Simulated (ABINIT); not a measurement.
# TiTe2 (P-3m1) in ABINIT: single point with PBE

Aim: the single point of TiTe2 with PBE.

Program: ABINIT 10.8.3 (patched build). These are calculated values, not measurements. Logs are shortened: lines on timing, memory, paths and dates and some standing lists are left out, and cuts for length are marked. The log counts tension as positive stress, the text compression.

### 1 The structure

It takes space group P-3m1 (No. 164, trigonal). Conventional cell: a = 3.777 Å, b = 3.777 Å, c = 6.498 Å, α = 90.00°, β = 90.00°, γ = 120.00°. Te (site symmetry 3m) has 3 Ti at 2.77 Å as nearest neighbours. Around Ti (site symmetry -3m) lie 6 Te at 2.77 Å.

### 2 Single point, PBE

Contents of run.abi:

```
pp_dirpath "./"
pseudos "Te.upf, Ti.upf"

acell 3*1.0 Angstrom
rprim
     3.7770000000     0.0000000000     0.0000000000
    -1.8885000000     3.2709779501     0.0000000000
     0.0000000000     0.0000000000     6.4980000000
ntypat 2
znucl 52 22
natom 3
typat 1 1 2
xred
     0.3333333333     0.6666666667     0.7372000000
     0.6666666667     0.3333333333     0.2628000000
     0.0000000000     0.0000000000     0.0000000000

ecut 952.398519 eV

kptopt 1
ngkpt 6 6 3
nshiftk 1
shiftk 0.0 0.0 0.0

ixc 11

nband 27
occopt 3
tsmear 0.05 eV

nstep 100
tolvrs 1.0e-10

iomode 3
prtwf 0
prtden 0
prteig 0
prtebands 0
```

Potentials or basis: PseudoDojo NC SR PBE v0.4.1 standard.

On the command line:

```
$ mpirun --bind-to none -np 4 abinit run.abi > log 2>&1
```

run.abo:

```text
.Version 10.8.3 of ABINIT
 Symmetries : space group P-3 m 1 (#164); Bravais hP (primitive hexag.)
================================================================================
 Values of the parameters that define the memory need of the present run
     intxc =       0    ionmov =       0      iscf =       7    lmnmax =       6
     lnmax =       6     mgfft =      72  mpssoang =       3    mqgrid =    3271
     natom =       3  nloc_mem =       1    nspden =       1   nspinor =       1
    nsppol =       1      nsym =      12    n1xccc =    2501    ntypat =       2
    occopt =       3   xclevel =       2
       mpw =        5400          nfft =      115200          nkpt =          17
================================================================================
================================================================================

--------------------------------------------------------------------------------
------------- Echo of variables that govern the present computation ------------
--------------------------------------------------------------------------------
 -outvars: echo values of preprocessed input variables --------
            acell      1.8897261259E+00  1.8897261259E+00  1.8897261259E+00 Bohr
              amu      1.27600000E+02  4.78800000E+01
             ecut      3.50000000E+01 Hartree
              ixc          11
         kptrlatt        6    0    0      0    6    0      0    0    3
          kptrlen      3.68383211E+01
            natom           3
            nband          27
            ngfft          40      40      72
             nkpt          17
            nstep         100
             nsym          12
           ntypat           2
           occopt           3
           prtden           0
        prtebands           0
           prteig           0
            prtwf           0
            rprim      3.7770000000E+00  0.0000000000E+00  0.0000000000E+00
                      -1.8885000000E+00  3.2709779501E+00  0.0000000000E+00
                       0.0000000000E+00  0.0000000000E+00  6.4980000000E+00
          spgroup         164
           tolvrs      1.00000000E-10
           tsmear      1.83746611E-03 Hartree
            typat      1  1  2
           xangst     -6.9888539400E-17  2.1806519667E+00  4.7903256000E+00
                       1.8885000000E+00  1.0903259834E+00  1.7076744000E+00
                       0.0000000000E+00  0.0000000000E+00  0.0000000000E+00
            xcart     -1.3207019881E-16  4.1208349930E+00  9.0524034379E+00
                       3.5687477888E+00  2.0604174965E+00  3.2270369282E+00
                       0.0000000000E+00  0.0000000000E+00  0.0000000000E+00
             xred      3.3333333333E-01  6.6666666667E-01  7.3720000000E-01
                       6.6666666667E-01  3.3333333333E-01  2.6280000000E-01
                       0.0000000000E+00  0.0000000000E+00  0.0000000000E+00
            znucl       52.00000   22.00000

================================================================================

 chkinp: Checking input parameters for consistency.

================================================================================
== DATASET  1 ==================================================================

--- !DatasetInfo
iteration_state: {dtset: 1, }
dimensions: {natom: 3, nkpt: 17, mband: 27, nsppol: 1, nspinor: 1, nspden: 1, mpw: 5400, }
cutoff_energies: {ecut:  35.0, pawecutdg:  -1.0, }
electrons: {nelect:   4.40000000E+01, charge:   0.00000000E+00, occopt:   3.00000000E+00, tsmear:   1.83746611E-03, }
meta: {optdriver: 0, ionmov: 0, optcell: 0, iscf: 7, paral_kgb: 0, }
...

 Exchange-correlation functional for the present dataset will be:
  GGA: Perdew-Burke-Ernzerhof functional - ixc=11
  J.P.Perdew, K.Burke, M.Ernzerhof, PRL 77, 3865 (1996)

 Real(R)+Recip(G) space primitive vectors, cartesian coordinates (Bohr,Bohr^-1):
 R(1)=  7.1374956  0.0000000  0.0000000  G(1)=  0.1401052  0.0808898  0.0000000
 R(2)= -3.5687478  6.1812525  0.0000000  G(2)=  0.0000000  0.1617795  0.0000000
 R(3)=  0.0000000  0.0000000 12.2794404  G(3)=  0.0000000  0.0000000  0.0814369
 Unit cell volume ucvol=  5.4175248E+02 bohr^3
 Angles (23,13,12)=  9.00000000E+01  9.00000000E+01  1.20000000E+02 degrees

 getcut: wavevector=  0.0000  0.0000  0.0000  ngfft=  40  40  72
         ecut(hartree)=     35.000   => boxcut(ratio)=   2.10434

--- Pseudopotential description ------------------------------------------------
- pspini: atom type   1  psp file is ./Te.upf
12 -101130 2 -1 1294                          pspcod,pspxc,lmax,lloc,mmax
     nproj     2     2     2

- pspini: atom type   2  psp file is ./Ti.upf
12 -101130 2 -1 1586                          pspcod,pspxc,lmax,lloc,mmax
     nproj     2     2     2

   3.87787158E+03                                ecore*ucvol(ha*bohr**3)
--------------------------------------------------------------------------------

================================================================================

--- !BeginCycle
iteration_state: {dtset: 1, }
solver: {iscf: 7, nstep: 100, nline: 4, wfoptalg: 0, }
tolerances: {tolvrs: 1.00E-10, }
...

     iter   Etot(hartree)      deltaE(h)  residm     vres2
 ETOT  1  -268.80006246597    -2.688E+02 1.756E-01 7.531E+02
 ETOT  2  -260.21068074844     8.589E+00 1.022E-01 8.251E+04
 ETOT  3  -269.00618251633    -8.796E+00 1.099E-02 1.459E+03
 ETOT  4  -269.09557430662    -8.939E-02 3.007E-03 5.893E+02
 ETOT  5  -269.14629689679    -5.072E-02 2.854E-04 1.254E+01
 ETOT  6  -269.14622271799     7.418E-05 1.758E-04 2.182E+01
 ETOT  7  -269.14832079946    -2.098E-03 6.243E-05 1.642E+00
 ETOT  8  -269.14850413106    -1.833E-04 5.466E-05 3.644E-02
 ETOT  9  -269.14850862919    -4.498E-06 1.276E-05 2.214E-03
 ETOT 10  -269.14850878998    -1.608E-07 1.255E-05 1.439E-04
 ETOT 11  -269.14850880337    -1.339E-08 2.654E-06 1.673E-07
 ETOT 12  -269.14850880339    -2.007E-11 2.802E-06 5.713E-09
 ETOT 13  -269.14850880338     9.550E-12 6.173E-07 4.301E-10
 ETOT 14  -269.14850880338     3.638E-12 6.251E-07 3.086E-11

 At SCF step   14       vres2   =  3.09E-11 < tolvrs=  1.00E-10 =>converged.

 Cartesian components of stress tensor (hartree/bohr^3)
  sigma(1 1)= -1.84442261E-05  sigma(3 2)=  0.00000000E+00
  sigma(2 2)= -1.84442262E-05  sigma(3 1)=  0.00000000E+00
  sigma(3 3)= -1.43747981E-05  sigma(2 1)=  0.00000000E+00

--- !ResultsGS
iteration_state: {dtset: 1, }
comment   : Summary of ground state results
lattice_vectors:
- [  7.1374956,   0.0000000,   0.0000000, ]
- [ -3.5687478,   6.1812525,   0.0000000, ]
- [  0.0000000,   0.0000000,  12.2794404, ]
lattice_lengths: [   7.13750,    7.13750,   12.27944, ]
lattice_angles: [ 90.000,  90.000, 120.000, ] # degrees, (23, 13, 12)
lattice_volume:   5.4175248E+02
convergence: {deltae:  3.638E-12, res2:  3.086E-11, residm:  6.251E-07, diffor: null, }
etotal    :  -2.69148509E+02
entropy   :   0.00000000E+00
fermie    :   2.23927057E-01
cartesian_stress_tensor: # hartree/bohr^3
- [ -1.84442261E-05,   0.00000000E+00,   0.00000000E+00, ]
- [  0.00000000E+00,  -1.84442262E-05,   0.00000000E+00, ]
- [  0.00000000E+00,   0.00000000E+00,  -1.43747981E-05, ]
pressure_GPa:   5.0274E-01
xred      :
- [  3.3333E-01,   6.6667E-01,   7.3720E-01, Te]
- [  6.6667E-01,   3.3333E-01,   2.6280E-01, Te]
- [  0.0000E+00,   0.0000E+00,   0.0000E+00, Ti]
cartesian_forces: # hartree/bohr
- [ -7.54507010E-29,  -2.17807413E-28,   7.50847311E-04, ]
- [  7.54507010E-29,   2.17807413E-28,  -7.50847311E-04, ]
- [ -0.00000000E+00,  -0.00000000E+00,  -0.00000000E+00, ]
force_length_stats: {min:   0.00000000E+00, max:   7.50847311E-04, mean:   5.00564874E-04, }
...

 Integrated electronic density in atomic spheres:
 ------------------------------------------------
 Atom  Sphere_radius  Integrated_density
    1        2.00000         11.96357049
    2        2.00000         11.96357049
    3        2.00000          9.47686048
================================================================================

 ----iterations are completed or convergence reached----

 Mean square residual over all n,k,spin=   13.872E-10; max=  62.514E-08
 reduced coordinates (array xred) for    3 atoms
       0.333333333333      0.666666666667      0.737200000000
       0.666666666667      0.333333333333      0.262800000000
       0.000000000000      0.000000000000      0.000000000000
 rms dE/dt=  4.3463E-03; max dE/dt=  9.2200E-03; dE/dt below (all hartree)
    1       0.000000000000      0.000000000000     -0.009219984784
    2      -0.000000000000     -0.000000000000      0.009219984784
    3       0.000000000000      0.000000000000      0.000000000000

 cartesian coordinates (angstrom) at end:
    1     -0.00000000000000     2.18065196673333     4.79032560000000
    2      1.88850000000000     1.09032598336667     1.70767440000000
    3      0.00000000000000     0.00000000000000     0.00000000000000

 cartesian forces (hartree/bohr) at end:
    1     -0.00000000000000    -0.00000000000000     0.00075084731135
    2      0.00000000000000     0.00000000000000    -0.00075084731135
    3     -0.00000000000000    -0.00000000000000    -0.00000000000000
 frms,max,avg= 3.5395282E-04 7.5084731E-04   0.000E+00  0.000E+00  0.000E+00 h/b

 cartesian forces (eV/Angstrom) at end:
    1     -0.00000000000000    -0.00000000000000     0.03861012113500
    2      0.00000000000000     0.00000000000000    -0.03861012113500
    3     -0.00000000000000    -0.00000000000000    -0.00000000000000
 frms,max,avg= 1.8200986E-02 3.8610121E-02   0.000E+00  0.000E+00  0.000E+00 e/A
 length scales=  1.889726125908  1.889726125908  1.889726125908 bohr
              =  1.000000000000  1.000000000000  1.000000000000 angstroms
 Fermi (or HOMO) energy (hartree) =   0.22393   Average Vxc (hartree)=  -0.38131
 Eigenvalues (hartree) for nkpt=  17  k points:
 kpt#   1, nband= 27, wtk=  0.00926, kpt=  0.0000  0.0000  0.0000 (reduced coord)
  -1.88817   -1.12020   -1.12020   -1.12006   -1.12006   -1.11952   -1.11952   -1.11946
  -1.11946   -1.11938   -1.11930   -1.01531   -1.01531   -1.01477   -0.23271   -0.17753
   0.03149    0.16241    0.16241    0.23713    0.23914    0.23914    0.24426    0.26263
   0.26263    0.33625    0.33625
      occupation numbers for kpt#   1
   2.00000    2.00000    2.00000    2.00000    2.00000    2.00000    2.00000    2.00000
   2.00000    2.00000    2.00000    2.00000    2.00000    2.00000    2.00000    2.00000
   2.00000    2.00000    2.00000    0.00151    0.00051    0.00051    0.00003    0.00000
   0.00000    0.00000    0.00000
 prteigrs : prtvol=0 or 1, do not print more k-points.

--- !EnergyTerms
iteration_state     : {dtset: 1, }
comment             : Components of total free energy in Hartree
kinetic             :  1.37412032206546E+02
hartree             :  6.75758745841749E+01
xc                  : -5.80156212725987E+01
Ewald energy        : -1.59232670052470E+02
psp_core            :  7.15801348587735E+00
local_psp           : -2.05682804825202E+02
non_local_psp       : -5.83629176631734E+01
internal            : -2.69148093536846E+02
'-kT*entropy'       : -4.15266530213588E-04
total_energy        : -2.69148508803376E+02
total_energy_eV     : -7.32390403057849E+03
band_energy         : -3.13770151764287E+01
...

 Cartesian components of stress tensor (hartree/bohr^3)
  sigma(1 1)= -1.84442261E-05  sigma(3 2)=  0.00000000E+00
  sigma(2 2)= -1.84442262E-05  sigma(3 1)=  0.00000000E+00
  sigma(3 3)= -1.43747981E-05  sigma(2 1)=  0.00000000E+00

-Cartesian components of stress tensor (GPa)         [Pressure=  5.0274E-01 GPa]
- sigma(1 1)= -5.42647867E-01  sigma(3 2)=  0.00000000E+00
- sigma(2 2)= -5.42647868E-01  sigma(3 1)=  0.00000000E+00
- sigma(3 3)= -4.22921162E-01  sigma(2 1)=  0.00000000E+00

== END DATASET(S) ==============================================================
================================================================================

 -outvars: echo values of variables after computation  --------
            acell      1.8897261259E+00  1.8897261259E+00  1.8897261259E+00 Bohr
           etotal     -2.6914850880E+02
            fcart     -7.5450700989E-29 -2.1780741263E-28  7.5084731135E-04
                       7.5450700989E-29  2.1780741263E-28 -7.5084731135E-04
                      -0.0000000000E+00 -0.0000000000E+00 -0.0000000000E+00
            rprim      3.7770000000E+00  0.0000000000E+00  0.0000000000E+00
                      -1.8885000000E+00  3.2709779501E+00  0.0000000000E+00
                       0.0000000000E+00  0.0000000000E+00  6.4980000000E+00
           strten     -1.8444226111E-05 -1.8444226161E-05 -1.4374798136E-05
                       0.0000000000E+00  0.0000000000E+00  0.0000000000E+00
           xangst     -6.9888539400E-17  2.1806519667E+00  4.7903256000E+00
                       1.8885000000E+00  1.0903259834E+00  1.7076744000E+00
                       0.0000000000E+00  0.0000000000E+00  0.0000000000E+00
             xred      3.3333333333E-01  6.6666666667E-01  7.3720000000E-01
                       6.6666666667E-01  3.3333333333E-01  2.6280000000E-01
                       0.0000000000E+00  0.0000000000E+00  0.0000000000E+00
 Calculation completed.
```

It took 31 s on 4 MPI ranks of Arm Neoverse V2, shared host; peak memory 0.36 GiB.

What came out:

```
Free energy                                           : -7323.9040 eV
Largest force                                         : 0.039 eV/Å
Band gap on the k mesh                                : none (metal or under the smearing width)
Valence electrons inside the program's atomic spheres : Te 11.96; Ti 9.48
```

Forces in eV/Å, atoms in the order of the input:
```
Te   0.000  0.000  0.039
Te   0.000  0.000 -0.039
Ti   0.000  0.000  0.000
```

Caveat: the cutoff is too short for stress, so the log's stress isn't used; this functional lacks dispersion, which binds the layers, so the pressure and a relaxed spacing across them are unreliable. The run has no spin-orbit coupling, so splittings on Te are missing.
